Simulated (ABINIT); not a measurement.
Write the native input for ABINIT 10.8.3 (patched build) that does the following.

| Property | Result |
| --- | --- |
| Task | band structure |
| Functional | r2SCAN |
| Potentials or basis | PseudoDojo NC SR PBE v0.4.1 standard |
| Cutoff | 1333 eV |
| k mesh | 13 × 13 × 13 |
| Occupations | fermi-dirac, width 0.05 eV |
| Spin | no spin polarisation |

C:

```
CELL_PARAMETERS angstrom
0.00000 1.78337 1.78337
1.78337 0.00000 1.78337
1.78337 1.78337 0.00000
ATOMIC_POSITIONS crystal
C 0.75000 0.75000 0.75000
C 0.50000 0.50000 0.50000
```

This isn't the form of C at room conditions, which is graphite.

One way to write it, as run:

run.abi

```
# Datasets: ground state, then fixed potential
ndtset 2

# Pseudopotentials
pp_dirpath "./"
pseudos "C.upf"

# Structure
acell 4.7660140852 4.7660140852 4.7660140852
rprim
     0.0000000000     0.7071067812     0.7071067812
     0.7071067812     0.0000000000     0.7071067812
     0.7071067812     0.7071067812     0.0000000000
ntypat 1
znucl 6
natom 2
typat 1 1
xred
     0.7500000000     0.7500000000     0.7500000000
     0.5000000000     0.5000000000     0.5000000000

# Plane-wave basis
ecut 49.0

# Exchange and correlation
ixc -497498
usekden 1
nc_xccc_gspace 1
boxcutmin 3.0

# Bands and occupations
occopt 3
tsmear 0.05 eV

# SCF cycle
nstep 100

# Output
iomode 3
prtwf 0
prteig 0
prtebands 0
prtden1 1
prtkden1 1

# Dataset 1
kptopt1 1
ngkpt1 13 13 13
nshiftk1 1
shiftk1 0.0 0.0 0.0
nband1 8
tolvrs1 1.0e-9

# Dataset 2: bands along G-X-W-K-G-L-U-W-L-K
iscf2 -2
getden2 1
getkden2 1
nband2 12
nbdbuf2 2
tolwfr2 1.0e-12
kptopt2 -9
ndivsm2 5
prteig2 1
prtvol2 -3
kptbounds2
     0.0000000000     0.0000000000     0.0000000000
     0.5000000000     0.0000000000     0.5000000000
     0.5000000000     0.2500000000     0.7500000000
     0.3750000000     0.3750000000     0.7500000000
     0.0000000000     0.0000000000     0.0000000000
     0.5000000000     0.5000000000     0.5000000000
     0.6250000000     0.2500000000     0.6250000000
     0.5000000000     0.2500000000     0.7500000000
     0.5000000000     0.5000000000     0.5000000000
     0.3750000000     0.3750000000     0.7500000000
```

Potentials or basis: PseudoDojo NC SR PBE v0.4.1 standard.

Run with:

```sh
$ abinit run.abi > log 2>&1
```

It gave:

```yaml
Pressure: 3.6 GPa
Band_gap_on_the_k_mesh: 4.17 eV, indirect (least direct gap 5.84 eV)
Band_gap_along_the_path: 4.16 eV, indirect (least direct gap 5.84 eV)
All_electrons_inside_the_program's_atomic_spheres: C 4.72 (radii [1.0584] Å)
```

Caveat: a meta-GGA on potentials with a model core is unreliable; the potentials were made for another functional, which shifts forces and pressure.

It took 4.9 min on 1 thread of Arm Neoverse V2 (shared host), peak memory 0.11 GiB.
